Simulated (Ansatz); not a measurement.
# WC: the cost of one run

Program: Ansatz 0.2.0. Level of theory: DFT r2SCAN, plane waves, PAW, scalar-relativistic, no spin polarisation. These are calculated values, not measurements.

The COD cell was measured well above room temperature, so it is larger than a cold one.

### 1 The starting structure

The cell holds 16 atoms (C8W8): a = 5.699 Å, b = 5.699 Å, c = 17.197 Å, α = 90.00°, β = 90.00°, γ = 120.00°.

Coordinates:

```xyz
16
Lattice="5.6991 0.0000 0.0000 -2.8495 4.9356 0.0000 0.0000 0.0000 17.1973" Properties=species:S:1:pos:R:3 pbc="T T T"
W     0.0000    0.0000    1.0000
C     1.4248    0.8226    2.3991
W     0.0000    0.0000    3.7982
C     1.4248    0.8226    5.1973
W    -1.4248    2.4678    1.0000
C     0.0000    3.2904    2.3991
W    -1.4248    2.4678    3.7982
C     0.0000    3.2904    5.1973
W     2.8495    0.0000    1.0000
C     4.2743    0.8226    2.3991
W     2.8495    0.0000    3.7982
C     4.2743    0.8226    5.1973
W     1.4248    2.4678    1.0000
C     2.8495    3.2904    2.3991
W     1.4248    2.4678    3.7982
C     2.8495    3.2904    5.1973
```

### 2 Relaxing the start

Contents of input.yaml:

```yaml
crystal:
  lattice:
    - [5.6991, 0.0, 0.0]
    - [-2.84955, 4.935565, 0.0]
    - [0.0, 0.0, 17.197315]
  atoms:
    - { symbol: W, position: [0.0, 0.0, 0.0581486] }
    - { symbol: C, position: [0.3333333, 0.1666667, 0.1395046] }
    - { symbol: W, position: [0.0, 0.0, 0.2208606] }
    - { symbol: C, position: [0.3333333, 0.1666667, 0.3022167] }
    - { symbol: W, position: [0.0, 0.5, 0.0581486] }
    - { symbol: C, position: [0.3333333, 0.6666667, 0.1395046] }
    - { symbol: W, position: [0.0, 0.5, 0.2208606] }
    - { symbol: C, position: [0.3333333, 0.6666667, 0.3022167] }
    - { symbol: W, position: [0.5, 0.0, 0.0581486] }
    - { symbol: C, position: [0.8333333, 0.1666667, 0.1395046] }
    - { symbol: W, position: [0.5, 0.0, 0.2208606] }
    - { symbol: C, position: [0.8333333, 0.1666667, 0.3022167] }
    - { symbol: W, position: [0.5, 0.5, 0.0581486] }
    - { symbol: C, position: [0.8333333, 0.6666667, 0.1395046] }
    - { symbol: W, position: [0.5, 0.5, 0.2208606] }
    - { symbol: C, position: [0.8333333, 0.6666667, 0.3022167] }
basis:
  ecutwfc: 500.0
kpoints:
  mp_grid: { grid: [2, 2, 1] }
hamiltonian:
  xc: r2scan
  pseudopotentials: { kind: paw, azcp: { folder: soft_1 } }
scf:
  occupations: { method: fermi_dirac, width: 0.1 }
  lower_state_search: "off"
relax:
  f_tol: 0.08
  max_steps: 25
  adjacent_minimum: "off"
  constraints: [{ sites: [0, 4, 8, 12] }]
```

Started as:

```console
$ ansatz run input.yaml --threads 2 --pin off --max-ram 5120MiB --backend cpu --events-out ev --progress --plain --runs-dir out
```

Q: Estimate wall time and peak memory on 2 threads of Arm Neoverse V1, shared host.

About 61 s, with a peak of 1.7 GiB.
